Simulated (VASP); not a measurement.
# Ba (P4/mmm) in VASP: single point with PBEsol

Aim: the single point of Ba with PBEsol.

All numbers are computed with VASP 6.6.1; they aren't measurements. Logs are shortened: lines on timing, memory, paths and dates and some standing lists are left out, and cuts for length are marked.

## 1. The structure

Symmetry: P4/mmm, No. 123, tetragonal system. The conventional cell has a = 4.000 Å, b = 4.000 Å, c = 3.606 Å, α = 90.00°, β = 90.00°, γ = 90.00°. Around Ba (site symmetry 4/mmm) lie 6 Ba at 3.61 to 4.00 Å.

This isn't the form of Ba at room conditions, which is bcc.

## 2. Single point, PBEsol

Input file INCAR:

```
SYSTEM = Ba
  ALGO = Normal
  EDIFF = 1E-7
  ENCUT = 520
  GGA = PS
  ISIF = 2
  ISMEAR = 0
  LASPH = .True.
  LCHARG = .False.
  LREAL = .False.
  LWAVE = .False.
  NBANDS = 11
  NELM = 60
  PREC = Accurate
  SIGMA = 0.1
```

Input file KPOINTS:

```
k-points
0
Gamma
  4 4 6
  0 0 0
```

Input file POSCAR:

```
Ba
1.0
    3.9996500000      0.0000000000      0.0000000000
    0.0000000000      3.9996500000      0.0000000000
    0.0000000000      0.0000000000      3.6055390000
Ba
1
Direct
    0.5000000000      0.5000000000      0.5000000000
```

Potentials or basis: VASP PAW PBE potentials, release 64 (Ba_sv).

Launch:

```bash
cat potpaw_PBE.64/Ba_sv/POTCAR > POTCAR
mpirun -np 1 vasp_std > vasp.out
```

OUTCAR:

```text
SYSTEM = Ba
   EDIFF = 1E-7
   ENCUT = 520
   GGA = PS
   ISIF = 2
   ISMEAR = 0
   LASPH = .True.
   LREAL = .False.
   NELM = 60
   PREC = Accurate

 ion  position               nearest neighbor table
   1  0.500  0.500  0.500-

  LATTYP: Found a simple tetragonal cell.
 ALAT       =     3.9996500000
 C/A-ratio  =     0.9014636281

  Lattice vectors:

 A1 = (   3.9996500000,   0.0000000000,   0.0000000000)
 A2 = (   0.0000000000,   3.9996500000,   0.0000000000)
 A3 = (   0.0000000000,   0.0000000000,   3.6055390000)

Analysis of symmetry for initial positions (statically):
=====================================================================
 Subroutine PRICEL returns:
 Original cell was already a primitive cell.

 Routine SETGRP: Setting up the symmetry group for a
 simple tetragonal supercell.

 Subroutine GETGRP returns: Found 16 space group operations
 (whereof 16 operations were pure point group operations)
 out of a pool of 16 trial point group operations.

The static configuration has the point symmetry D_4h.

Analysis of symmetry for dynamics (positions and initial velocities):
=====================================================================
 Subroutine PRICEL returns:
 Original cell was already a primitive cell.

 Routine SETGRP: Setting up the symmetry group for a
 simple tetragonal supercell.

 Subroutine GETGRP returns: Found 16 space group operations
 (whereof 16 operations were pure point group operations)
 out of a pool of 16 trial point group operations.

The dynamic configuration has the point symmetry D_4h.

 Subroutine INISYM returns: Found 16 space group operations
 (whereof 16 operations are pure point group operations),
 and found     1 'primitive' translations

----------------------------------------------------------------------------------------

                                     Primitive cell

  volume of cell :      57.6785

  direct lattice vectors                    reciprocal lattice vectors
     3.999650000  0.000000000  0.000000000     0.250021877  0.000000000  0.000000000
     0.000000000  3.999650000  0.000000000     0.000000000  0.250021877  0.000000000
     0.000000000  0.000000000  3.605539000     0.000000000  0.000000000  0.277351042

  length of vectors
     3.999650000  3.999650000  3.605539000     0.250021877  0.250021877  0.277351042

  position of ions in fractional coordinates (direct lattice)
     0.500000000  0.500000000  0.500000000

  ion indices of the primitive-cell ions
   primitive index   ion index
                 1           1

----------------------------------------------------------------------------------------

 KPOINTS: k-points

Automatic generation of k-mesh.
 Grid dimensions read from file:
 generate k-points for:    4    4    6

 Generating k-lattice:

  Cartesian coordinates                     Fractional coordinates (reciprocal lattice)
     0.062505469  0.000000000  0.000000000     0.250000000  0.000000000  0.000000000
     0.000000000  0.062505469  0.000000000     0.000000000  0.250000000  0.000000000
     0.000000000  0.000000000  0.046225174     0.000000000  0.000000000  0.166666667

  Length of vectors
     0.062505469  0.062505469  0.046225174

  Shift w.r.t. Gamma in fractional coordinates (k-lattice)
     0.000000000  0.000000000  0.000000000

 Subroutine IBZKPT returns following result:
 ===========================================

 Found     24 irreducible k-points:

 Following reciprocal coordinates:
            Coordinates               Weight
  0.000000  0.000000  0.000000      1.000000
  0.250000  0.000000  0.000000      4.000000
  0.500000  0.000000  0.000000      2.000000
  0.250000  0.250000  0.000000      4.000000
  0.500000  0.250000  0.000000      4.000000
  0.500000  0.500000  0.000000      1.000000
[... 16 lines left out ...]
  0.500000  0.250000  0.500000      4.000000
  0.500000  0.500000  0.500000      1.000000
   k-points           NKPTS =     24   k-points in BZ     NKDIM =     24   number of bands    NBANDS=     11
   number of dos      NEDOS =    301   number of ions     NIONS =      1
   total plane-waves  NPLWV =  25200
   dimension x,y,z NGX =    30 NGY =   30 NGZ =   28
   dimension x,y,z NGXF=    60 NGYF=   60 NGZF=   56
   ions per type =               1
   NGX,Y,Z   is equivalent  to a cutoff of  12.47, 12.47, 12.91 a.u.
   NGXF,Y,Z  is equivalent  to a cutoff of  24.94, 24.94, 25.82 a.u.
 SYSTEM =  Ba
   PREC   = accura    normal or accurate (medium, high low for compatibility)
   ISTART =      0    job   : 0-new  1-cont  2-samecut
   ICHARG =      2    charge: 1-file 2-atom 10-const
   ISPIN  =      1    spin polarized calculation?
   LNONCOLLINEAR =      F non collinear calculations
   LSORBIT =      F    spin-orbit coupling
   LASPH  =      T    aspherical Exc in radial PAW
   ENCUT  =  520.0 eV  38.22 Ry    6.18 a.u.   7.44  7.44  6.70*2*pi/ulx,y,z
   NELM   =     60;   NELMIN=  2; NELMDL= -5     # of ELM steps
   EDIFF  = 0.1E-06   stopping-criterion for ELM
   LREAL  =      F    real-space projection
   EDIFFG = 0.1E-05   stopping-criterion for IOM
   NSW    =      0    number of steps for IOM
   IBRION =     -1    ionic relax: 0-MD 1-quasi-New 2-CG
   NFREE  =      0    steps in history (QN), initial steepest desc. (CG)
   ISIF   =      2    stress and relaxation
   ISYM   =      2    0-nonsym 1-usesym 2-fastsym
   POTIM  = 0.5000    time-step for ionic-motion
   TEBEG  =    0.0;   TEEND  =   0.0 temperature during run
   PSTRESS=    0.0 pullay stress
   NELECT =      10.0000    total number of electrons
   NUPDOWN=      -1.0000    fix difference up-down
   EMIN   =  10.00;   EMAX   =-10.00  energy-range for DOS
   EFERMI =   0.00;   METHOD = LEGACY
   ISMEAR =     0;   SIGMA  =   0.10  broadening in eV -4-tet -1-fermi 0-gaus
   EFERMI_NEDOS =   21; number of points for ismear=-14 and -15
   IALGO  =     38    algorithm
   IMIX   =      4    mixing-type and parameters
     AMIX     =   0.40;   BMIX     =  1.00
     AMIX_MAG =   1.60;   BMIX_MAG =  1.00
  volume/ion in A,a.u.               =      57.68       389.23
  Fermi-wavevector in a.u.,A,eV,Ry     =   0.912858  1.725052 11.337878  0.833311
  Thomas-Fermi vector in A             =   2.037303
   LORBIT       =      0    0 simple, 1 ext, 2 COOP (PROOUT), +10 PAW based schemes
   GGA     = PS    functional components
   LHFCALC =     F    Hartree Fock is set to
   AEXX    =    0.0000 exact exchange contribution
   IVDW    =     0    specifies the selected vdW correction
   LEPSILON=     F    determine dielectric tensor
   LRPA    =     F    only Hartree local field effects (RPA)
 non-spin polarized calculation
 Gauss-broadening in eV      SIGMA  =   0.10
  energy-cutoff  :      520.00
  volume of cell :       57.68
 maximum number of plane-waves:      1574
 NGX is ok and might be reduce to    30
   NGX = 15   NGY = 15   NGZ = 13

 number of electron      10.0000000 magnetization

 number of electron       9.9999999 magnetization

 Free energy of the ion-electron system (eV)
  ---------------------------------------------------
  ext. energy  EPLUGINS =         0.00000000
  ---------------------------------------------------
  free energy    TOTEN  =        -1.79049842 eV

  energy without entropy =       -1.78151441  energy(sigma->0) =       -1.78600641

 E-fermi :   1.6441     XC(G=0):  -7.7722

 val. band max:        1.6428505227   @ k =   0.5000   0.2500   0.0000
 cond. band min:       1.6555603788   @ k =   0.0000   0.0000   0.0000
 fundamental gap:      0.0127098561
 Fermi energy:         1.6440970689

 k-point     1 :       0.0000    0.0000    0.0000
  band No.  band energies     occupation
      1     -27.3149      2.00000
      2     -12.1495      2.00000
      3     -12.1495      2.00000
      4     -11.7917      2.00000
      5      -0.8376      2.00000
      6       1.6556      0.87121
      7       1.7105      0.34785
      8       6.4815      0.00000
      9       7.3160      0.00000
     10       7.3160      0.00000
     11       9.1905      0.00000

 k-point     2 :       0.2500    0.0000    0.0000
  band No.  band energies     occupation
      1     -27.2889      2.00000
      2     -12.4969      2.00000
      3     -12.1189      2.00000
      4     -11.7654      2.00000
      5      -0.0472      2.00000
      6       1.8763      0.00103
      7       2.4121      0.00000
      8       5.0880      0.00000
      9       6.1699      0.00000
     10       7.4185      0.00000
     11       7.4993      0.00000

 k-point     3 :       0.5000    0.0000    0.0000
  band No.  band energies     occupation
      1     -27.2626      2.00000
      2     -12.8137      2.00000
      3     -12.0878      2.00000
      4     -11.7387      2.00000
      5       0.9352      2.00000
      6       2.1349      0.00000
      7       2.5718      0.00000
      8       4.2733      0.00000
      9       5.4238      0.00000
     10       7.5267      0.00000
     11       8.3174      0.00000

 k-point     4 :       0.2500    0.2500    0.0000
  band No.  band energies     occupation
      1     -27.2633      2.00000
      2     -12.4679      2.00000
      3     -12.4456      2.00000
      4     -11.7397      2.00000
      5       0.6618      2.00000
      6       2.0841      0.00000
      7       3.1001      0.00000
      8       3.8441      0.00000
      9       6.2239      0.00000
     10       6.4601      0.00000
     11       8.6626      0.00000
[... 239 lines left out ...]
 k-point    22 :       0.2500    0.2500    0.5000
  band No.  band energies     occupation
      1     -27.1047      2.00000
      2     -13.1375      2.00000
      3     -12.2732      2.00000
      4     -12.2572      2.00000
      5       1.4689      1.98680
      6       2.3162      0.00000
      7       3.1443      0.00000
      8       4.3126      0.00000
      9       4.9208      0.00000
     10       7.2176      0.00000
     11       8.9016      0.00000

 k-point    23 :       0.5000    0.2500    0.5000
  band No.  band energies     occupation
      1     -27.0802      2.00000
      2     -13.0904      2.00000
      3     -12.5485      2.00000
      4     -12.2301      2.00000
      5       0.9249      2.00000
      6       2.3207      0.00000
      7       3.0480      0.00000
      8       4.4642      0.00000
      9       7.3674      0.00000
     10       7.7645      0.00000
     11       8.2874      0.00000

 k-point    24 :       0.5000    0.5000    0.5000
  band No.  band energies     occupation
      1     -27.0559      2.00000
      2     -13.0455      2.00000
      3     -12.5074      2.00000
      4     -12.5074      2.00000
      5       1.3942      1.99959
      6       1.3942      1.99959
      7       2.1715      0.00000
      8       5.8289      0.00000
      9       8.2872      0.00000
     10       8.7177      0.00000
     11       8.7177      0.00000

------------------------ aborting loop because EDIFF is reached ----------------------------------------

  FORCE on cell =-STRESS in cart. coord.  units (eV):
  Direction    XX          YY          ZZ          XY          YZ          ZX
  --------------------------------------------------------------------------------------
  -------------------------------------------------------------------------------------
  Total       -0.4577613     -0.4577613      0.8429945      0.0000000     -0.0000000      0.0000000
  in kB      -12.7155598    -12.7155598     23.4164542      0.0000000     -0.0000000      0.0000000
  external PRESSURE =      -0.6715551 kB  Pullay stress =       0.0000000 kB

 VOLUME and BASIS-vectors are now :
 -----------------------------------------------------------------------------
  energy-cutoff  :      520.00
  volume of cell :       57.68
      direct lattice vectors                 reciprocal lattice vectors
     3.999650000  0.000000000  0.000000000     0.250021877  0.000000000  0.000000000
     0.000000000  3.999650000  0.000000000     0.000000000  0.250021877  0.000000000
     0.000000000  0.000000000  3.605539000     0.000000000  0.000000000  0.277351042

 POSITION                                       TOTAL-FORCE (eV/Angst)
 -----------------------------------------------------------------------------------
      1.99982      1.99982      1.80277         0.000000      0.000000      0.000000
 -----------------------------------------------------------------------------------
    total drift:                                0.000000      0.000000     -0.000000

  FREE ENERGIE OF THE ION-ELECTRON SYSTEM (eV)
  ---------------------------------------------------
  free  energy   TOTEN  =        -1.7904984155 eV

  energy  without entropy=       -1.7815144143  energy(sigma->0) =       -1.78600641
```

Wall time 9.9 s (1 thread of Intel Xeon Platinum 8559C (Emerald Rapids), shared host); peak memory 0.16 GiB.

Results:

| Quantity | Value |
| --- | --- |
| Free energy | -1.7905 eV |
| Pressure | -0.1 GPa |
| Band gap on the k mesh | none (metal or under the smearing width) |

Stress tensor (GPa, compression positive):
```
-1.27  0.00  0.00
 0.00 -1.27  0.00
 0.00  0.00  2.34
```

Levels at points of the mesh, in eV from the Fermi level:
| k point | band 3 | band 4 | band 5 | band 6 | band 7 | band 8 |
| --- | --- | --- | --- | --- | --- | --- |
| (0.00, 0.00, 0.00) | -13.79 | -13.44 | -2.48 | 0.01 | 0.07 | 4.84 |
| (0.50, 0.00, 0.00) | -13.73 | -13.38 | -0.71 | 0.49 | 0.93 | 2.63 |
| (0.50, 0.50, 0.00) | -14.36 | -13.33 | -0.89 | 0.43 | 3.45 | 3.45 |
| (0.00, 0.00, 0.50) | -13.63 | -13.63 | -0.19 | 1.03 | 1.41 | 2.22 |
| (0.50, 0.00, 0.50) | -14.23 | -13.58 | -1.07 | 1.10 | 2.66 | 3.47 |
| (0.50, 0.50, 0.50) | -14.15 | -14.15 | -0.25 | -0.25 | 0.53 | 4.18 |

Caveat: the k mesh is coarse (spacing up to 0.39 Å⁻¹), so the values aren't converged; the PAW data sets were made with another functional, which shifts forces and pressure a little. Spin-orbit coupling is left out, which matters for the levels of Ba.
